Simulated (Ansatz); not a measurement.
# Si2W: energy and pressure over a range of volumes, part 1 of 2

How stiff is Si2W, and at what volume does the pressure vanish? The cell is scaled evenly, atoms carried along, and solved with LAPW, PAW and all-electron datasets made for the crystal.

Method: DFT PBE, scalar-relativistic, in Ansatz 0.2.0.

## Step 1: The system as given

It takes space group I4/mmm (No. 139, tetragonal). The conventional cell has a = 3.212 Å, b = 3.212 Å, c = 7.880 Å, α = 90.00°, β = 90.00°, γ = 90.00°. Si (site symmetry 4mm) is surrounded by 5 Si at 2.62 to 2.63 Å and 5 W at 2.62 Å. W (site symmetry 4/mmm) is surrounded by 10 Si at 2.62 Å.

Structure file:

```cif
data_structure
_symmetry_space_group_name_H-M 'P 1'
_symmetry_Int_Tables_number 1
_cell_length_a 4.5478
_cell_length_b 4.5478
_cell_length_c 4.5478
_cell_angle_alpha 138.641
_cell_angle_beta 138.641
_cell_angle_gamma 59.923
_cell_volume 40.65
loop_
_atom_site_label
_atom_site_type_symbol
_atom_site_fract_x
_atom_site_fract_y
_atom_site_fract_z
_atom_site_occupancy
Si1 Si 0.33300 0.33300 0.00000 1
Si2 Si 0.66700 0.66700 0.00000 1
W1 W 0.00000 0.00000 0.00000 1
```

Atoms are numbered in the order of the input: Si1, Si2, W3.

## Step 2: Volume × 0.96, LAPW

input.yaml

```yaml
crystal:
  lattice:
    - [-1.5842946366, 1.5842946366, 3.8867502291]
    - [1.5842946366, -1.5842946366, 3.8867502291]
    - [1.5842946366, 1.5842946366, -3.8867502291]
  atoms:
    - { symbol: Si, position: [0.333, 0.333, 0.0] }
    - { symbol: Si, position: [0.667, 0.667, 0.0] }
    - { symbol: W, position: [0.0, 0.0, 0.0] }
kpoints:
  mp_grid: { grid: [11, 11, 14] }
  band_path:
    path:
      - [0.0, 0.0, 0.0]
      - [0.0, 0.0, 0.5]
      - [0.25, 0.25, 0.25]
      - [0.0, 0.5, 0.0]
      - [0.0, 0.0, 0.0]
      - [0.5, 0.5, -0.5]
      - [0.2915373367, 0.7084626633, -0.2915373367]
      - [-0.2915373367, 0.2915373367, 0.2915373367]
      - [0.0, 0.0, 0.0]
    npoints: 5
scf:
  occupations: { method: fermi_dirac, width: 0.05 }
hamiltonian:
  xc: pbe
  pseudopotentials: { kind: all_electron, lapw: { basis_error: 0.001 } }
output:
  forces: true
  stress: true
  eigenvalues: true
```

Started as:

```sh
ansatz run input.yaml --threads 1 --pin off --max-ram 6144MiB --backend cpu --events-out ev --progress --plain --runs-dir out
```

The log of the run, shortened:

```text
Warning: crystal.symmetry: narrowed to the stabiliser of the k-point mesh — unitary ops 16 → 4; excluded 12 operations that carry a point of the 11×11×14 mesh (shift [0, 0, 0]) off the mesh (the run samples exactly the mesh kpoints.mp_grid names, as under crystal.symmetry.detect: false, [...]
LAPW: plane waves up to 8.026 Å⁻¹, error target 1.0e-3 eV per atom; small_component_spin mean_spin; Si in spheres of 1.133 Å, 12 of its electrons in bands, Dirac shells []; W in spheres of 1.455 Å, 38 of its electrons in bands, Dirac shells []
[...]
Pseudopotentials: kind: all_electron
Pseudopotential: Si, LAPW, valence charge 12, Koelling and Harmon's equation, gaussian nucleus
Pseudopotential: W, LAPW, valence charge 38, Koelling and Harmon's equation, gaussian nucleus
Functional definition: PBE
[...]
Crystal: 3 atoms, lattice volume = 39.023 Å³
Basis set: ecut = 245.42768337349585 eV, 329 PW (Γ), FFT grids on a1+a3, a2+a3, a3, exchange–correlation at level 2
Bands: 38, of which v1, the nominal top of the filled ones, is band 31 counted from 1 (30 counted from 0)
Symmetry: 4 space group operations
k-points: 468 of 1694
[...]
SCF iter   1: F=—  HF=-454987.873254 eV  |F-HF|=—  |Δ(HF+E_count)|=         —  Δρ=2.70e-2  dr2=1.96e-1  ethr=3.16e-4  ⟨swp⟩=2.8  Hψ=116408  notcnv=0
[...]
the basis was enlarged: its passes take 580.1 KiB over the memory plan, 1 of 1 planned eigensolver slots
[...]
SCF iter   9: F=-454987.702520 eV  HF=-454987.702520 eV  |F-HF|=1.81e-8  |Δ(HF+E_count)|=   2.60e-8  Δρ=1.18e-5  dr2=5.29e-8  ethr=1.09e-9  ⟨swp⟩=2.1  Hψ=49740  notcnv=0
[...]
NSCF: frozen V_eff on 41 k-points
SCF converged after 9 iterations
Free energy (F): -454987.702520 eV
[...]
E sigma→0 (E₀):  -454987.701559 eV
Entropy (-TS):   -0.001921 eV (-0.640 meV/atom)
Fermi energy:    21.403550 eV
[...]
--- Forces (eV/Å), atoms counted from 1 ---
  atom   1  Si    -0.00052468    -0.00052468     0.12850961
  atom   2  Si     0.00052468     0.00052468    -0.12850961
  atom   3  W      0.00000000     0.00000000     0.00000000
[...]
--- Stress (GPa, compression-positive) ---
       12.284168       0.047645       0.003131
        0.047645      12.284168       0.003131
        0.003131       0.003131      10.887186
  P = ⅓ Tr σ = 11.8185 GPa (118.185 kbar)
--- Band table (eV; the first three rows and the last of 468) ---
[...]
```

It took 2.3 min on 1 thread of Intel Xeon Platinum 8375C at 2.90GHz (Ice Lake), shared host; peak memory 1.6 GiB.

In short: pressure 11.82 GPa; no gap; largest force 0.129 eV/Å.

## Step 3: Volume × 0.96, PAW

input.yaml

```yaml
crystal:
  lattice:
    - [-1.5842946366, 1.5842946366, 3.8867502291]
    - [1.5842946366, -1.5842946366, 3.8867502291]
    - [1.5842946366, 1.5842946366, -3.8867502291]
  atoms:
    - { symbol: Si, position: [0.333, 0.333, 0.0] }
    - { symbol: Si, position: [0.667, 0.667, 0.0] }
    - { symbol: W, position: [0.0, 0.0, 0.0] }
kpoints:
  mp_grid: { grid: [11, 11, 14] }
scf:
  occupations: { method: fermi_dirac, width: 0.05 }
hamiltonian:
  xc: pbe
  pseudopotentials: { kind: paw }
output:
  forces: true
  stress: true
  eigenvalues: true
  efg: { contact_densities: true }
```

Started as:

```sh
ansatz run input.yaml --threads 1 --pin off --max-ram 6144MiB --backend cpu --events-out ev --progress --plain --runs-dir out
```

The log of the run, shortened:

```text
Warning: crystal.symmetry: narrowed to the stabiliser of the k-point mesh — unitary ops 16 → 4; excluded 12 operations that carry a point of the 11×11×14 mesh (shift [0, 0, 0]) off the mesh (the run samples exactly the mesh kpoints.mp_grid names, as under crystal.symmetry.detect: false, [...]
W: output.efg is read without spin–orbit coupling, which moves field gradients at and beside such atoms by some per cent and up to a factor of two; PAW files take it under magnetization.noncollinear and magnetization.spin_orbit
[...]
Pseudopotentials: kind: paw
Pseudopotential: Si, paw, valence charge 4, recommended cutoff 420 eV (normal)
Pseudopotential: W, paw, valence charge 14, recommended cutoff 420 eV (normal)
[... 1 set-up line as earlier in the session ...]
[...]
Crystal: 3 atoms, lattice volume = 39.023 Å³
Basis set: ecut = 420 eV, 769 PW (Γ), FFT grids on a1+a3, a2+a3, a3, exchange–correlation on 48×48×60 points (8 copies of the dense FFT grid, shifted against one another)
[...]
  atom   2  Si     0.00052119     0.00052119    -0.12561791
  atom   3  W      0.00000000     0.00000000     0.00000000
[...]
--- Stress (GPa, compression-positive) ---
       12.331434       0.047467       0.003020
        0.047467      12.331434       0.003020
        0.003020       0.003020      10.967308
  P = ⅓ Tr σ = 11.8767 GPa (118.767 kbar)
--- PAW observables at the nuclei: V_zz in 10²¹ V/m², potentials from the cell's mean, atoms counted from 1 ---
  atom   1  Si V_zz =    -0.973026   η = 0.0109   by run symmetry: allowed
            electrostatic potential = -1371.431154 V   contact ρ = 12809.783047 e/Å³
  atom   2  Si V_zz =    -0.973026   η = 0.0109   by run symmetry: allowed
            electrostatic potential = -1371.431154 V   contact ρ = 12809.783047 e/Å³
  atom   3  W  V_zz =   -15.872271   η = 0.0003   by run symmetry: allowed
            electrostatic potential = -14814.102107 V   contact ρ = 8821970.005143 e/Å³
--- Band table (eV; the first three rows and the last of 468) ---
  k-point 0: bands = ["-56.2613", "-20.6116", "-20.5442", "-20.5442", "3.0467", "10.3781", "13.6570", "13.9723", "14.4933", "14.4935", "18.1680", "20.1885", "20.4050", "20.7668", "20.7669"]
[...]
```

Run time: 12 s. Hardware: 1 thread of Intel Xeon Platinum 8375C at 2.90GHz (Ice Lake), shared host; peak memory 0.59 GiB.

In short: pressure 11.88 GPa; no gap; largest force 0.126 eV/Å; Vzz Si1 -1.0, W3 -15.9 (10²¹ V/m²).

## Step 4: Volume × 0.96, crystal datasets

input.yaml: that of step 3 with these lines changed.

```diff
@@ -15,3 +15,3 @@
   xc: pbe
-  pseudopotentials: { kind: paw }
+  pseudopotentials: { kind: all_electron, datasets: crystal }
 output:
```

Started as:

```sh
ansatz run input.yaml --threads 1 --pin off --max-ram 6144MiB --backend cpu --events-out ev --progress --plain --runs-dir out
```

The log of the run, shortened:

```text
Warning: crystal.symmetry: narrowed to the stabiliser of the k-point mesh — unitary ops 16 → 4; excluded 12 operations that carry a point of the 11×11×14 mesh (shift [0, 0, 0]) off the mesh (the run samples exactly the mesh kpoints.mp_grid names, as under crystal.symmetry.detect: false, [...]
W: output.efg is read without spin–orbit coupling, which moves field gradients at and beside such atoms by some per cent and up to a factor of two; PAW files take it under magnetization.noncollinear and magnetization.spin_orbit
[...]
[... 1 set-up line as earlier in the session ...]
Pseudopotential: Si, paw, valence charge 12, recommended cutoff 320 eV (normal), Koelling and Harmon's equation, gaussian nucleus
Pseudopotential: W, paw, valence charge 28, recommended cutoff 320 eV (normal), Koelling and Harmon's equation, gaussian nucleus
[... 1 set-up line as earlier in the session ...]
[...]
Crystal: 3 atoms, lattice volume = 39.023 Å³
[...]
  atom   2  Si     0.00052433     0.00052433    -0.12828862
  atom   3  W      0.00000000    -0.00000000     0.00000000
[...]
--- Stress (GPa, compression-positive) ---
       12.283377       0.047595       0.003096
        0.047595      12.283377       0.003096
        0.003096       0.003096      10.883623
  P = ⅓ Tr σ = 11.8168 GPa (118.168 kbar)
  It holds what live shells' own plane waves past their cutoff add
--- PAW observables at the nuclei: V_zz in 10²¹ V/m², potentials from the cell's mean, atoms counted from 1 ---
  atom   1  Si V_zz =    -0.955051   η = 0.0112   by run symmetry: allowed
            electrostatic potential = -1371.237437 V   contact ρ = 12818.769501 e/Å³
  atom   2  Si V_zz =    -0.955051   η = 0.0112   by run symmetry: allowed
            electrostatic potential = -1371.237437 V   contact ρ = 12818.769501 e/Å³
  atom   3  W  V_zz =   -15.601737   η = 0.0003   by run symmetry: allowed
            electrostatic potential = -14813.921520 V   contact ρ = 8817633.615738 e/Å³
--- Band table (eV; the first three rows and the last of 468) ---
  k-point 0: bands = ["6.9662", "14.2987", "17.5778", "17.8953", "18.4130", "18.4132", "22.0877", "24.1138", "24.3227"]
[...]
```

Run time: 3.4 min. Hardware: 1 thread of Intel Xeon Platinum 8375C at 2.90GHz (Ice Lake), shared host; peak memory 3.3 GiB.

Read from it: pressure 11.82 GPa; no gap; largest force 0.128 eV/Å; Vzz Si1 -1.0, W3 -15.6 (10²¹ V/m²).

## Step 5: Volume × 0.99, LAPW

input.yaml

```yaml
crystal:
  lattice:
    - [-1.6006287224, 1.6006287224, 3.926822644]
    - [1.6006287224, -1.6006287224, 3.926822644]
    - [1.6006287224, 1.6006287224, -3.926822644]
  atoms:
    - { symbol: Si, position: [0.333, 0.333, 0.0] }
    - { symbol: Si, position: [0.667, 0.667, 0.0] }
    - { symbol: W, position: [0.0, 0.0, 0.0] }
kpoints:
  mp_grid: { grid: [11, 11, 14] }
  band_path:
    path:
      - [0.0, 0.0, 0.0]
      - [0.0, 0.0, 0.5]
      - [0.25, 0.25, 0.25]
      - [0.0, 0.5, 0.0]
      - [0.0, 0.0, 0.0]
      - [0.5, 0.5, -0.5]
      - [0.2915373367, 0.7084626633, -0.2915373367]
      - [-0.2915373367, 0.2915373367, 0.2915373367]
      - [0.0, 0.0, 0.0]
    npoints: 5
scf:
  occupations: { method: fermi_dirac, width: 0.05 }
hamiltonian:
  xc: pbe
  pseudopotentials: { kind: all_electron, lapw: { basis_error: 0.001 } }
output:
  forces: true
  stress: true
  eigenvalues: true
```

Started as:

```sh
ansatz run input.yaml --threads 1 --pin off --max-ram 6144MiB --backend cpu --events-out ev --progress --plain --runs-dir out
```

The log of the run, shortened:

```text
Warning: crystal.symmetry: narrowed to the stabiliser of the k-point mesh — unitary ops 16 → 4; excluded 12 operations that carry a point of the 11×11×14 mesh (shift [0, 0, 0]) off the mesh (the run samples exactly the mesh kpoints.mp_grid names, as under crystal.symmetry.detect: false, [...]
LAPW: plane waves up to 7.915 Å⁻¹, error target 1.0e-3 eV per atom; small_component_spin mean_spin; Si in spheres of 1.144 Å, 12 of its electrons in bands, Dirac shells []; W in spheres of 1.471 Å, 38 of its electrons in bands, Dirac shells []
[...]
[... 4 set-up lines as earlier in the session ...]
[...]
Crystal: 3 atoms, lattice volume = 40.242 Å³
Basis set: ecut = 238.66242735360532 eV, 329 PW (Γ), FFT grids on a1+a3, a2+a3, a3, exchange–correlation at level 2
[...]
[... 1 set-up line as earlier in the session ...]
k-points: 468 of 1694
[...]
SCF iter   1: F=—  HF=-454987.933639 eV  |F-HF|=—  |Δ(HF+E_count)|=         —  Δρ=2.61e-2  dr2=1.86e-1  ethr=3.00e-4  ⟨swp⟩=2.8  Hψ=116516  notcnv=0
[...]
the basis was enlarged: its passes take 583.2 KiB over the memory plan, 1 of 1 planned eigensolver slots
[...]
SCF iter   9: F=-454987.761871 eV  HF=-454987.761871 eV  |F-HF|=1.85e-8  |Δ(HF+E_count)|=   2.65e-8  Δρ=1.21e-5  dr2=5.85e-8  ethr=1.21e-9  ⟨swp⟩=2.1  Hψ=50169  notcnv=0
[...]
NSCF: frozen V_eff on 41 k-points
SCF converged after 9 iterations
Free energy (F): -454987.761871 eV
[...]
E sigma→0 (E₀):  -454987.760816 eV
Entropy (-TS):   -0.002109 eV (-0.703 meV/atom)
Fermi energy:    20.683056 eV
[...]
--- Forces (eV/Å), atoms counted from 1 ---
  atom   1  Si    -0.00054151    -0.00054151     0.19542706
  atom   2  Si     0.00054151     0.00054151    -0.19542706
  atom   3  W     -0.00000000    -0.00000000     0.00000000
[...]
--- Stress (GPa, compression-positive) ---
        4.756622       0.048626       0.003689
        0.048626       4.756622       0.003689
        0.003689       0.003689       2.474407
  P = ⅓ Tr σ = 3.9959 GPa (39.959 kbar)
--- Band table (eV; the first three rows and the last of 468) ---
[...]
```

Run time: 2.4 min. Hardware: 1 thread of Intel Xeon Platinum 8375C at 2.90GHz (Ice Lake), shared host; peak memory 1.6 GiB.

Read from it: pressure 4.00 GPa; no gap; largest force 0.195 eV/Å.

## Step 6: Volume × 0.99, PAW

input.yaml

```yaml
crystal:
  lattice:
    - [-1.6006287224, 1.6006287224, 3.926822644]
    - [1.6006287224, -1.6006287224, 3.926822644]
    - [1.6006287224, 1.6006287224, -3.926822644]
  atoms:
    - { symbol: Si, position: [0.333, 0.333, 0.0] }
    - { symbol: Si, position: [0.667, 0.667, 0.0] }
    - { symbol: W, position: [0.0, 0.0, 0.0] }
kpoints:
  mp_grid: { grid: [11, 11, 14] }
scf:
  occupations: { method: fermi_dirac, width: 0.05 }
hamiltonian:
  xc: pbe
  pseudopotentials: { kind: paw }
output:
  forces: true
  stress: true
  eigenvalues: true
  efg: { contact_densities: true }
```

Started as:

```sh
ansatz run input.yaml --threads 1 --pin off --max-ram 6144MiB --backend cpu --events-out ev --progress --plain --runs-dir out
```

The log of the run, shortened:

```text
Warning: crystal.symmetry: narrowed to the stabiliser of the k-point mesh — unitary ops 16 → 4; excluded 12 operations that carry a point of the 11×11×14 mesh (shift [0, 0, 0]) off the mesh (the run samples exactly the mesh kpoints.mp_grid names, as under crystal.symmetry.detect: false, [...]
W: output.efg is read without spin–orbit coupling, which moves field gradients at and beside such atoms by some per cent and up to a factor of two; PAW files take it under magnetization.noncollinear and magnetization.spin_orbit
[...]
[... 4 set-up lines as earlier in the session ...]
[...]
Crystal: 3 atoms, lattice volume = 40.242 Å³
Basis set: ecut = 420 eV, 769 PW (Γ), FFT grids on a1+a3, a2+a3, a3, exchange–correlation on 48×48×64 points (8 copies of the dense FFT grid, shifted against one another)
[...]
  atom   2  Si     0.00054062     0.00054062    -0.19329455
  atom   3  W     -0.00000000    -0.00000000     0.00000000
[...]
--- Stress (GPa, compression-positive) ---
        4.772834       0.048548       0.003635
        0.048548       4.772834       0.003635
        0.003635       0.003635       2.514667
  P = ⅓ Tr σ = 4.0201 GPa (40.201 kbar)
--- PAW observables at the nuclei: V_zz in 10²¹ V/m², potentials from the cell's mean, atoms counted from 1 ---
  atom   1  Si V_zz =    -0.903869   η = 0.0146   by run symmetry: allowed
            electrostatic potential = -1370.605165 V   contact ρ = 12810.057398 e/Å³
  atom   2  Si V_zz =    -0.903869   η = 0.0146   by run symmetry: allowed
            electrostatic potential = -1370.605165 V   contact ρ = 12810.057398 e/Å³
  atom   3  W  V_zz =   -15.052489   η = 0.0002   by run symmetry: allowed
            electrostatic potential = -14813.230409 V   contact ρ = 8821963.920877 e/Å³
--- Band table (eV; the first three rows and the last of 468) ---
  k-point 0: bands = ["-56.9278", "-21.2470", "-21.1957", "-21.1956", "2.7098", "9.9838", "13.0220", "13.5268", "13.9819", "13.9822", "17.5413", "19.6037", "19.7031", "20.0764", "20.0766"]
[...]
```

It took 12 s on 1 thread of Intel Xeon Platinum 8375C at 2.90GHz (Ice Lake), shared host; peak memory 0.6 GiB.

Read from it: pressure 4.02 GPa; no gap; largest force 0.193 eV/Å; Vzz Si1 -0.9, W3 -15.1 (10²¹ V/m²).

## Step 7: Volume × 0.99, crystal datasets

input.yaml: that of step 6 with these lines changed.

```diff
@@ -15,3 +15,3 @@
   xc: pbe
-  pseudopotentials: { kind: paw }
+  pseudopotentials: { kind: all_electron, datasets: crystal }
 output:
```

Started as:

```sh
ansatz run input.yaml --threads 1 --pin off --max-ram 6144MiB --backend cpu --events-out ev --progress --plain --runs-dir out
```

The log of the run, shortened:

```text
Warning: crystal.symmetry: narrowed to the stabiliser of the k-point mesh — unitary ops 16 → 4; excluded 12 operations that carry a point of the 11×11×14 mesh (shift [0, 0, 0]) off the mesh (the run samples exactly the mesh kpoints.mp_grid names, as under crystal.symmetry.detect: false, [...]
W: output.efg is read without spin–orbit coupling, which moves field gradients at and beside such atoms by some per cent and up to a factor of two; PAW files take it under magnetization.noncollinear and magnetization.spin_orbit
[...]
[... 1 set-up line as earlier in the session ...]
Pseudopotential: Si, paw, valence charge 4, recommended cutoff 320 eV (normal), Koelling and Harmon's equation, gaussian nucleus
[... 2 set-up lines as earlier in the session ...]
[...]
Crystal: 3 atoms, lattice volume = 40.242 Å³
[...]
  atom   2  Si     0.00054158     0.00054158    -0.19519286
  atom   3  W     -0.00000000    -0.00000000     0.00000000
[...]
--- Stress (GPa, compression-positive) ---
        4.757003       0.048649       0.003691
        0.048649       4.757003       0.003691
        0.003691       0.003691       2.473140
  P = ⅓ Tr σ = 3.9957 GPa (39.957 kbar)
  It holds what live shells' own plane waves past their cutoff add
--- PAW observables at the nuclei: V_zz in 10²¹ V/m², potentials from the cell's mean, atoms counted from 1 ---
  atom   1  Si V_zz =    -0.887386   η = 0.0149   by run symmetry: allowed
            electrostatic potential = -1370.451855 V   contact ρ = 12819.036642 e/Å³
  atom   2  Si V_zz =    -0.887386   η = 0.0149   by run symmetry: allowed
            electrostatic potential = -1370.451855 V   contact ρ = 12819.036642 e/Å³
  atom   3  W  V_zz =   -14.795459   η = 0.0002   by run symmetry: allowed
            electrostatic potential = -14813.102676 V   contact ρ = 8817627.537923 e/Å³
--- Band table (eV; the first three rows and the last of 468) ---
  k-point 0: bands = ["6.5113", "13.7862", "16.8249", "17.3315", "17.7837", "17.7840", "21.3435", "23.4041", "23.5095"]
[...]
```

Run time: 39 s. Hardware: 1 thread of Intel Xeon Platinum 8375C at 2.90GHz (Ice Lake), shared host; peak memory 1.1 GiB.

In short: pressure 4.00 GPa; no gap; largest force 0.195 eV/Å; Vzz Si1 -0.9, W3 -14.8 (10²¹ V/m²).

(Continued in part 2 of 2.)
